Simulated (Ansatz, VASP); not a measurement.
Two plane-wave programs on KF

```xyz
2
Lattice="0.0000 2.6544 2.6544 2.6544 0.0000 2.6544 2.6544 2.6544 0.0000" Properties=species:S:1:pos:R:3 pbc="T T T"
K     0.0000    0.0000    0.0000
F     2.6544    2.6544    2.6544
```

Alike in both runs: task relaxation of cell and atoms; functional PBE; dispersion D3(BJ); k mesh 8 × 8 × 8; occupations gaussian, width 0.02 eV; no spin polarisation.

|  | VASP | Ansatz |
| --- | --- | --- |
| version | VASP 6.6.1 | Ansatz 0.2.0 |
| potentials or method | VASP PAW PBE potentials, release 64 (K_sv, F) | scalar-relativistic, plane waves, PAW |
| plane-wave cutoff (eV) | 600 | 420 |
| valence electrons in the cell | 16 | 16 |

```csv
,VASP,Ansatz,Ansatz less VASP
"gap on the k mesh at the Fermi level, each at its own relaxed structure (eV)",6.16,6.17,+0.019
relaxed volume (Å³/atom),19.12,19.10,-0.019
relaxed cell length with the largest relative difference (Å),3.781,3.780,-0.0012
```

A k mesh can miss the band edges. A hybrid or GW would open this gap; PBE tends to underestimate it.
